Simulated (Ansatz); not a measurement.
Runs of Ansatz 0.2.0 on Rb. It takes space group Im-3m (No. 229, cubic). Conventional cell: a = 5.605 Å, b = 5.605 Å, c = 5.605 Å, α = 90.00°, β = 90.00°, γ = 90.00°. 

```tsv
level	gap on the mesh (eV)	pressure (GPa)
PBEsol	none	0.0
RPBE	none	0.5
revPBE	none	(b)
BLYP	none	0.3
LDA	none	(a)
```

Alike in all rows: task band structure; potentials or basis Ansatz PAW; no spin polarisation; cell as given; k mesh 4 × 4 × 4; cutoff (eV) 420; smearing fermi-dirac 0.05 eV; the mesh is coarse, so values aren't converged.

Fill in the values left out.

(a) -0.3; (b) 0.4.

Caveats: all runs use coarse meshes; the PAW data sets come from PBE, with cores solved anew for the run's functional, which leaves a small shift of forces and pressure.

A k mesh can miss the band edges, and the runs leave out spin-orbit coupling on Rb.

A gap of «none» marks a metal or a gap under the smearing width.

Runs at the PBE level aren't shown here.
